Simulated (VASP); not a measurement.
# Re (Fm-3m) in VASP: single point with PBEsol

Aim: the single point of Re with PBEsol.

Everything below comes from runs of VASP 6.6.1. Logs are shortened: lines on timing, memory, paths and dates and some standing lists are left out, and cuts for length are marked.

## 1. The crystal as given

It takes space group Fm-3m (No. 225, cubic). The conventional cell has a = 3.881 Å, b = 3.881 Å, c = 3.881 Å, α = 90.00°, β = 90.00°, γ = 90.00°. Around Re (site symmetry m-3m) lie 12 Re at 2.74 Å.

This isn't the form of Re at room conditions, which is hcp.

## 2. Single point, PBEsol, non-collinear spin, zero start, spin-orbit coupling

The input, INCAR:

```
SYSTEM = Re
  PREC = Accurate
  ENCUT = 520
  EDIFF = 1E-7
  ISMEAR = 0
  SIGMA = 0.1
  LREAL = .FALSE.
  LASPH = .TRUE.
  NELM = 150
  ALGO = Normal
  ISIF = 2
  LWAVE = .FALSE.
  LCHARG = .FALSE.
  LNONCOLLINEAR = .TRUE.
  MAGMOM = 0 0 0
  LORBIT = 11
  LSORBIT = .TRUE.
  GGA_COMPAT = .FALSE.
  LORBMOM = .TRUE.
  LMAXMIX = 4
  GGA = PS
  NBANDS = 18
```

The input, KPOINTS:

```
regular mesh
0
G
  18 18 18
  0 0 0
```

The input, POSCAR:

```
Re
1.0
    0.0000000000      1.9403324167      1.9403324167
    1.9403324167      0.0000000000      1.9403324167
    1.9403324167      1.9403324167      0.0000000000
Re
1
Direct
    0.0000000000      0.0000000000      0.0000000000
```

Potentials or basis: VASP PAW PBE potentials, release 64 (Re).

Run with:

```console
cat potpaw_PBE.64/Re/POTCAR > POTCAR
mpirun -np 1 vasp_ncl > vasp.out
```

OUTCAR:

```text
SYSTEM = Re
   PREC = Accurate
   ENCUT = 520
   EDIFF = 1E-7
   ISMEAR = 0
   LREAL = .FALSE.
   LASPH = .TRUE.
   NELM = 150
   ISIF = 2
   LNONCOLLINEAR = .TRUE.
   LORBIT = 11
   LSORBIT = .TRUE.
   GGA = PS

 ion  position               nearest neighbor table
   1  0.000  0.000  0.000-

  LATTYP: Found a face centered cubic cell.
 ALAT       =     3.8806648334

  Lattice vectors:

 A1 = (   0.0000000000,   1.9403324167,   1.9403324167)
 A2 = (   1.9403324167,   0.0000000000,   1.9403324167)
 A3 = (   1.9403324167,   1.9403324167,   0.0000000000)

Analysis of symmetry for initial positions (statically):
=====================================================================
 Subroutine PRICEL returns:
 Original cell was already a primitive cell.

 Routine SETGRP: Setting up the symmetry group for a
 face centered cubic supercell.

 Subroutine GETGRP returns: Found 48 space group operations
 (whereof 48 operations were pure point group operations)
 out of a pool of 48 trial point group operations.

The static configuration has the point symmetry O_h .

Analysis of symmetry for dynamics (positions and initial velocities):
=====================================================================
 Subroutine PRICEL returns:
 Original cell was already a primitive cell.

 Routine SETGRP: Setting up the symmetry group for a
 face centered cubic supercell.

 Subroutine GETGRP returns: Found 48 space group operations
 (whereof 48 operations were pure point group operations)
 out of a pool of 48 trial point group operations.

The dynamic configuration has the point symmetry O_h .

Analysis of structural, dynamic, and magnetic symmetry:
=====================================================================
 Subroutine PRICEL returns:
 Original cell was already a primitive cell.

 Routine SETGRP: Setting up the symmetry group for a
 face centered cubic supercell.

 Subroutine GETGRP returns: Found 48 space group operations
 (whereof 48 operations were pure point group operations)
 out of a pool of 48 trial point group operations.

The overall configuration has the point symmetry O_h .

 Subroutine INISYM returns: Found 48 space group operations
 (whereof 48 operations are pure point group operations),
 and found     1 'primitive' translations

----------------------------------------------------------------------------------------

                                     Primitive cell

  volume of cell :      14.6103

  direct lattice vectors                    reciprocal lattice vectors
     0.000000000  1.940332417  1.940332417    -0.257687804  0.257687804  0.257687804
     1.940332417  0.000000000  1.940332417     0.257687804 -0.257687804  0.257687804
     1.940332417  1.940332417  0.000000000     0.257687804  0.257687804 -0.257687804

  length of vectors
     2.744044419  2.744044419  2.744044419     0.446328369  0.446328369  0.446328369

  position of ions in fractional coordinates (direct lattice)
     0.000000000  0.000000000  0.000000000

  ion indices of the primitive-cell ions
   primitive index   ion index
                 1           1

----------------------------------------------------------------------------------------

 KPOINTS: regular mesh

Automatic generation of k-mesh.
 Grid dimensions read from file:
 generate k-points for:   18   18   18

 Generating k-lattice:

  Cartesian coordinates                     Fractional coordinates (reciprocal lattice)
    -0.014315989  0.014315989  0.014315989     0.055555556  0.000000000  0.000000000
     0.014315989 -0.014315989  0.014315989     0.000000000  0.055555556  0.000000000
     0.014315989  0.014315989 -0.014315989     0.000000000  0.000000000  0.055555556

  Length of vectors
     0.024796021  0.024796021  0.024796021

  Shift w.r.t. Gamma in fractional coordinates (k-lattice)
     0.000000000  0.000000000  0.000000000

 Subroutine IBZKPT returns following result:
 ===========================================

 Found    195 irreducible k-points:

 Following reciprocal coordinates:
            Coordinates               Weight
  0.000000  0.000000  0.000000      1.000000
  0.055556  0.000000  0.000000      8.000000
  0.111111  0.000000  0.000000      8.000000
  0.166667  0.000000  0.000000      8.000000
  0.222222  0.000000  0.000000      8.000000
  0.277778  0.000000  0.000000      8.000000
[... 16 lines left out ...]
 -0.277778  0.055556  0.000000     24.000000
 -0.222222  0.055556  0.000000     24.000000
 [... further k-points ...]
   k-points           NKPTS =    195   k-points in BZ     NKDIM =    195   number of bands    NBANDS=     18
   number of dos      NEDOS =    301   number of ions     NIONS =      1
   total plane-waves  NPLWV =   8000
   dimension x,y,z NGX =    20 NGY =   20 NGZ =   20
   dimension x,y,z NGXF=    40 NGYF=   40 NGZF=   40
   ions per type =               1
   NGX,Y,Z   is equivalent  to a cutoff of  12.12, 12.12, 12.12 a.u.
   NGXF,Y,Z  is equivalent  to a cutoff of  24.23, 24.23, 24.23 a.u.
 SYSTEM =  Re
   PREC   = accura    normal or accurate (medium, high low for compatibility)
   ISTART =      0    job   : 0-new  1-cont  2-samecut
   ICHARG =      2    charge: 1-file 2-atom 10-const
   ISPIN  =      1    spin polarized calculation?
   LNONCOLLINEAR =      T non collinear calculations
   LSORBIT =      T    spin-orbit coupling
   LASPH  =      T    aspherical Exc in radial PAW
   ENCUT  =  520.0 eV  38.22 Ry    6.18 a.u.   5.10  5.10  5.10*2*pi/ulx,y,z
   NELM   =    150;   NELMIN=  2; NELMDL= -5     # of ELM steps
   EDIFF  = 0.1E-06   stopping-criterion for ELM
   LREAL  =      F    real-space projection
   EDIFFG = 0.1E-05   stopping-criterion for IOM
   NSW    =      0    number of steps for IOM
   IBRION =     -1    ionic relax: 0-MD 1-quasi-New 2-CG
   NFREE  =      0    steps in history (QN), initial steepest desc. (CG)
   ISIF   =      2    stress and relaxation
   ISYM   =      2    0-nonsym 1-usesym 2-fastsym
   POTIM  = 0.5000    time-step for ionic-motion
   TEBEG  =    0.0;   TEEND  =   0.0 temperature during run
   PSTRESS=    0.0 pullay stress
   NELECT =       7.0000    total number of electrons
   NUPDOWN=      -1.0000    fix difference up-down
   EMIN   =  10.00;   EMAX   =-10.00  energy-range for DOS
   EFERMI =   0.00;   METHOD = LEGACY
   ISMEAR =     0;   SIGMA  =   0.10  broadening in eV -4-tet -1-fermi 0-gaus
   EFERMI_NEDOS =   21; number of points for ismear=-14 and -15
   IALGO  =     38    algorithm
   IMIX   =      4    mixing-type and parameters
     AMIX     =   0.40;   BMIX     =  1.00
     AMIX_MAG =   1.60;   BMIX_MAG =  1.00
  volume/ion in A,a.u.               =      14.61        98.60
  Fermi-wavevector in a.u.,A,eV,Ry     =   1.281016  2.420770 22.327203  1.641003
  Thomas-Fermi vector in A             =   2.413411
   LORBIT       =     11    0 simple, 1 ext, 2 COOP (PROOUT), +10 PAW based schemes
   GGA     = PS    functional components
   LHFCALC =     F    Hartree Fock is set to
   AEXX    =    0.0000 exact exchange contribution
   IVDW    =     0    specifies the selected vdW correction
   LEPSILON=     F    determine dielectric tensor
   LRPA    =     F    only Hartree local field effects (RPA)
 Gauss-broadening in eV      SIGMA  =   0.10
  energy-cutoff  :      520.00
  volume of cell :       14.61
 maximum number of plane-waves:       822
   NGX = 11   NGY = 11   NGZ = 11

 number of electron       7.0000001 magnetization      -0.0000000     -0.0000000      0.0000000

 number of electron       7.0000001 magnetization       0.0000000      0.0000000      0.0000000

 number of electron       7.0000001 magnetization      -0.0000000     -0.0000000     -0.0000000

 Free energy of the ion-electron system (eV)
  ---------------------------------------------------
  ext. energy  EPLUGINS =         0.00000000
  ---------------------------------------------------
  free energy    TOTEN  =       -13.62637680 eV

  energy without entropy =      -13.62257950  energy(sigma->0) =      -13.62447815

 E-fermi :   8.0769     XC(G=0): -13.8583

 val. band max:        8.0747761912   @ k =   0.4444   0.2222   0.0000
 cond. band min:       8.1024938723   @ k =  -0.3333   0.2778   0.0000
 fundamental gap:      0.0277176812
 Fermi energy:         8.0769117858

 k-point     1 :       0.0000    0.0000    0.0000
  band No.  band energies     occupation
      1      -2.1332      1.00000
      2      -2.1332      1.00000
      3       5.8990      1.00000
      4       5.8990      1.00000
      5       5.8990      1.00000
      6       5.8990      1.00000
[... 10 lines left out ...]
     17      27.8481      0.00000
     18      27.8481      0.00000

 k-point     2 :       0.0556    0.0000    0.0000
  band No.  band energies     occupation
      1      -1.9884      1.00000
      2      -1.9884      1.00000
      3       5.8538      1.00000
      4       5.8538      1.00000
      5       5.9547      1.00000
      6       5.9547      1.00000
[... 10 lines left out ...]
     17      27.8354      0.00000
     18      28.0739      0.00000

 k-point     3 :       0.1111    0.0000    0.0000
  band No.  band energies     occupation
      1      -1.5700      1.00000
      2      -1.5700      1.00000
      3       5.6696      1.00000
      4       5.6696      1.00000
      5       6.0939      1.00000
      6       6.0939      1.00000
[... 412 lines left out ...]
 k-point    23 :      -0.2778    0.0556    0.0000
  band No.  band energies     occupation
      1       0.8024      1.00000
      2       0.8024      1.00000
      3       5.3593      1.00000
      4       5.3593      1.00000
      5       6.0963      1.00000
      6       6.0963      1.00000
[... 10 lines left out ...]
     17      30.7087      0.00000
     18      30.7097      0.00000

 k-point    24 :      -0.2222    0.0556    0.0000
  band No.  band energies     occupation
      1       0.1850      1.00000
      2       0.1850      1.00000
      3       5.1099      1.00000
      4       5.1099      1.00000
      5       6.2718      1.00000
      6       6.2718      1.00000
[... 10 lines left out ...]
     17      30.4637      0.00000
     18      30.5387      0.00000

 [... further k-points ...]

------------------------ aborting loop because EDIFF is reached ----------------------------------------

  FORCE on cell =-STRESS in cart. coord.  units (eV):
  Direction    XX          YY          ZZ          XY          YZ          ZX
  --------------------------------------------------------------------------------------
  -------------------------------------------------------------------------------------
  Total        0.0474261      0.0474261      0.0474261      0.0000000      0.0000000      0.0000000
  in kB        5.2007912      5.2007912      5.2007912      0.0000000      0.0000000      0.0000000
  external PRESSURE =       5.2007912 kB  Pullay stress =       0.0000000 kB

 VOLUME and BASIS-vectors are now :
 -----------------------------------------------------------------------------
  energy-cutoff  :      520.00
  volume of cell :       14.61
      direct lattice vectors                 reciprocal lattice vectors
     0.000000000  1.940332417  1.940332417    -0.257687804  0.257687804  0.257687804
     1.940332417  0.000000000  1.940332417     0.257687804 -0.257687804  0.257687804
     1.940332417  1.940332417  0.000000000     0.257687804  0.257687804 -0.257687804

 POSITION                                       TOTAL-FORCE (eV/Angst)
 -----------------------------------------------------------------------------------
      0.00000      0.00000      0.00000        -0.000000      0.000000      0.000000
 -----------------------------------------------------------------------------------
    total drift:                                0.000000     -0.000000      0.000000

  FREE ENERGIE OF THE ION-ELECTRON SYSTEM (eV)
  ---------------------------------------------------
  free  energy   TOTEN  =       -13.6263768036 eV

  energy  without entropy=      -13.6225795014  energy(sigma->0) =      -13.62447815

 orbital moment (x)

 # of ion     p       d       tot
 ----------------------------------------
  1         0.000   0.000   0.000
 ----------------------------------------
            0.000   0.000   0.000

 orbital moment (y)

 # of ion     p       d       tot
 ----------------------------------------
  1         0.000  -0.000  -0.000
 ----------------------------------------
            0.000  -0.000  -0.000

 orbital moment (z)

 # of ion     p       d       tot
 ----------------------------------------
  1         0.000   0.000   0.000
 ----------------------------------------
            0.000   0.000   0.000

 Spin-Orbit-Coupling matrix elements

 Ion:    1  E_soc:     -0.6565902
 l=   1
     0.0000000    -0.0429521    -0.0429521
    -0.0429521     0.0000000    -0.0429521
    -0.0429521    -0.0429521     0.0000000
 l=   2
     0.0000000    -0.0127480     0.0000000    -0.0127480    -0.0537316
    -0.0127480     0.0000000    -0.0402987    -0.0127480    -0.0134329
     0.0000000    -0.0402987     0.0000000    -0.0402987     0.0000000
    -0.0127480    -0.0127480    -0.0402987     0.0000000    -0.0134329
    -0.0537316    -0.0134329     0.0000000    -0.0134329     0.0000000
 l=   3
     0.0000000     0.0000000     0.0000000     0.0000000     0.0000000     0.0000000     0.0000000
     0.0000000     0.0000000     0.0000000     0.0000000     0.0000000     0.0000000     0.0000000
     0.0000000     0.0000000     0.0000000     0.0000000     0.0000000     0.0000000     0.0000000
     0.0000000     0.0000000     0.0000000     0.0000000     0.0000000     0.0000000     0.0000000
     0.0000000     0.0000000     0.0000000     0.0000000     0.0000000     0.0000000     0.0000000
     0.0000000     0.0000000     0.0000000     0.0000000     0.0000000     0.0000000     0.0000000
     0.0000000     0.0000000     0.0000000     0.0000000     0.0000000     0.0000000     0.0000000

 total charge

# of ion       s       p       d       tot
------------------------------------------
    1        0.627   0.707   4.837   6.171

 magnetization (x)

# of ion       s       p       d       tot
------------------------------------------
    1        0.000  -0.000   0.000  -0.000

 magnetization (y)

# of ion       s       p       d       tot
------------------------------------------
    1       -0.000   0.000  -0.000  -0.000

 magnetization (z)

# of ion       s       p       d       tot
------------------------------------------
    1        0.000  -0.000   0.000   0.000
```

It took 3.2 min on 1 thread of Intel Xeon Platinum 8375C at 2.90GHz (Ice Lake), shared host; peak memory 0.21 GiB.

Results:

```yaml
Free_energy: -13.6264 eV
Pressure: 0.5 GPa
Net_moment: 0.00 μB per cell
Valence_electrons_inside_the_program's_atomic_spheres: Re 6.17
```

Moments on the atoms (μB; x, y, z):
```
Re  0.00 0.00 0.00
```

Caveat: the PAW data sets were made with another functional, which shifts forces and pressure a little.
